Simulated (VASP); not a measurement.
# A VASP 6.6.1 single-point calculation on CdS

INCAR

```
NSW = 0
LASPH = .TRUE.
EDIFF = 1E-7
PREC = Accurate
NBANDS = 16
ENCUT = 520
ISIF = 2
SIGMA = 0.02
ISMEAR = -1
LCHARG = .FALSE.
METAGGA = MS2
NELM = 120
LREAL = .FALSE.
LWAVE = .FALSE.
IBRION = -1
```

KPOINTS

```
KPOINTS created by Atomic Simulation Environment
0
Gamma
8 8 8
0 0 0
```

POSCAR

```
Cd S
 1.0000000000000000
     0.0000000000000000    3.0144587398999998    2.9392148400000000
     3.0144587398999998    0.0000000000000000    2.9392148400000000
     3.0144587398999998    3.0144587398999998    0.0000000000000000
 Cd  S
   1   1
Cartesian
  0.0000000000000000  0.0000000000000000  0.0000000000000000
  1.5072293699499999  1.5072293699499999  1.4696074200000000
```

The recommended PBE PAW datasets give the neutral cell 18 valence electrons.

Command

```
mpirun -np 1 vasp_std
```

OSZICAR

```
N       E                     dE             d eps       ncg     rms          rms(c)
DAV:   1     0.952007287055E+02    0.95201E+02   -0.84902E+03  1904   0.983E+02
DAV:   2    -0.182902324981E+02   -0.11349E+03   -0.10615E+03  2240   0.244E+02
DAV:   3    -0.228319958880E+02   -0.45418E+01   -0.45312E+01  2336   0.527E+01
DAV:   4    -0.228552107656E+02   -0.23215E-01   -0.23213E-01  2424   0.384E+00
DAV:   5    -0.228554604401E+02   -0.24967E-03   -0.24967E-03  2384   0.366E-01    0.136E+01
DAV:   6    -0.802196775038E+01    0.14833E+02   -0.31138E+01  2016   0.840E+01    0.122E+01
DAV:   7    -0.790146097388E+01    0.12051E+00   -0.13433E+00  2392   0.143E+01    0.552E+00
DAV:   8    -0.780072828646E+01    0.10073E+00   -0.34518E-01  2328   0.764E+00    0.173E+00
DAV:   9    -0.780477901819E+01   -0.40507E-02   -0.70530E-02  2296   0.282E+00    0.678E-01
DAV:  10    -0.780410388310E+01    0.67514E-03   -0.55625E-03  2200   0.937E-01    0.200E-01
DAV:  11    -0.780445449978E+01   -0.35062E-03   -0.97666E-04  2472   0.290E-01    0.110E-01
DAV:  12    -0.780448040016E+01   -0.25900E-04   -0.27452E-05  2224   0.360E-02    0.109E-01
DAV:  13    -0.780459946846E+01   -0.11907E-03   -0.19683E-04  2344   0.172E-01    0.158E-01
DAV:  14    -0.780455790150E+01    0.41567E-04   -0.10930E-04  2608   0.157E-01    0.727E-02
DAV:  15    -0.780455198013E+01    0.59214E-05   -0.80611E-06  2232   0.266E-02    0.717E-03
DAV:  16    -0.780455321244E+01   -0.12323E-05   -0.85227E-07  2408   0.132E-02    0.619E-03
DAV:  17    -0.780455179956E+01    0.14129E-05   -0.17724E-07  2024   0.517E-03    0.530E-03
DAV:  18    -0.780455183277E+01   -0.33204E-07   -0.15760E-08  1176   0.983E-04
   1 F= -.78045518E+01 E0= -.78045518E+01  d E =-.174357E-10
```

Standard output (part)

```
POSCAR found type information on POSCAR CdS
 POSCAR found :  2 types and       2 ions
 LDA part: xc-table for (None), standard interpolation
 POSCAR, INCAR and KPOINTS ok, starting setup
 WAVECAR not read
 entering main loop
```

From OUTCAR

```
k-points           NKPTS =     59   k-points in BZ     NKDIM =     59   number of bands    NBANDS=     16

   NELECT =      18.0000    total number of electrons

   dimension x,y,z NGX =    32 NGY =   32 NGZ =   32
   dimension x,y,z NGXF=    64 NGYF=   64 NGZF=   64

  energy-cutoff  :      520.00
  volume of cell :       53.42
      direct lattice vectors                 reciprocal lattice vectors
     0.000000000  3.014458740  2.939214840    -0.165867256  0.165867256  0.170113458
     3.014458740  0.000000000  2.939214840     0.165867256 -0.165867256  0.170113458
     3.014458740  3.014458740  0.000000000     0.165867256  0.165867256 -0.170113458

 k-points in reciprocal lattice and weights: KPOINTS created by Atomic Simulation Env
   0.00000000  0.00000000  0.00000000       0.002
   0.12500000  0.00000000  0.00000000       0.016
   0.25000000  0.00000000  0.00000000       0.016
   0.37500000  0.00000000  0.00000000       0.016
   0.50000000  0.00000000  0.00000000       0.008
   0.12500000  0.12500000  0.00000000       0.004
   0.25000000  0.12500000  0.00000000       0.016
   0.37500000  0.12500000  0.00000000       0.016
   ...

 E-fermi :   0.8854

 k-point     1 :       0.0000    0.0000    0.0000
  band No.  band energies     occupation
      1     -12.0611      2.00000
      2      -6.9612      2.00000
      3      -6.9612      2.00000
      4      -6.9477      2.00000
      5      -6.5472      2.00000
      6      -6.5419      2.00000
      7       0.4520      2.00000
      8       0.4520      2.00000
      9       0.5176      2.00000
     10       1.8011      0.00000
     11       7.4006      0.00000
     12       7.4106      0.00000
     13       7.4106      0.00000
     14      11.8189      0.00000
     15      12.1387      0.00000
     16      12.4717      0.00000

 k-point     2 :       0.1250    0.0000    0.0000
  band No.  band energies     occupation
      1     -12.0103      2.00000
      2      -6.9420      2.00000
      3      -6.9341      2.00000
      4      -6.9045      2.00000
      5      -6.5470      2.00000
      6      -6.5433      2.00000
      7      -0.4557      2.00000
      8       0.3420      2.00000
      9       0.3939      2.00000
     10       2.5946      0.00000
     11       7.0951      0.00000
     12       7.5845      0.00000
     13       7.6027      0.00000
     14      11.5332      0.00000
     15      11.7572      0.00000
     16      12.4568      0.00000

 k-point     3 :       0.2500    0.0000    0.0000
  band No.  band energies     occupation
      1     -11.8866      2.00000
      2      -6.9006      2.00000
      3      -6.8901      2.00000
      4      -6.7325      2.00000
      5      -6.5408      2.00000
      6      -6.5399      2.00000
      7      -1.8149      2.00000
      8       0.0922      2.00000
      9       0.1610      2.00000
     10       3.4409      0.00000
     11       6.9720      0.00000
     12       7.8233      0.00000
     13       7.9273      0.00000
     14      11.3726      0.00000
     15      11.4251      0.00000
     16      11.8702      0.00000

 ...

  Total       -0.9201763     -0.9201763     -0.7490718      0.0000000     -0.0000000      0.0000000
  in kB      -27.5995249    -27.5995249    -22.4674627      0.0000000     -0.0000000      0.0000000
  external PRESSURE =     -25.8888375 kB  Pullay stress =       0.0000000 kB

 POSITION                                       TOTAL-FORCE (eV/Angst)
 -----------------------------------------------------------------------------------
      0.00000      0.00000      0.00000        -0.000000     -0.000000     -0.000000
      1.50723      1.50723      1.46961         0.000000      0.000000      0.000000
 -----------------------------------------------------------------------------------
    total drift:                                0.000005      0.000005      0.000045

  FREE ENERGIE OF THE ION-ELECTRON SYSTEM (eV)
  ---------------------------------------------------
  free  energy   TOTEN  =        -7.8045518328 eV

  energy  without entropy=       -7.8045518328  energy(sigma->0) =       -7.80455183
```

It converged. Results: gap between bands v and c on the k mesh 1.28 eV; least direct gap on the k mesh 1.28 eV; pressure -2.6 GPa. Band v is the last that the valence electrons fill when counted band by band, and c is the next.

For comparison, a separate PBE run of the intended cell, on usual settings and not on those above, gives a gap of 0.94 eV on its mesh and a pressure of -1.1 GPa.

The run above took about 66 s on one core of a shared host (Intel Xeon 6975P-C) and held 0.21 GiB at most.
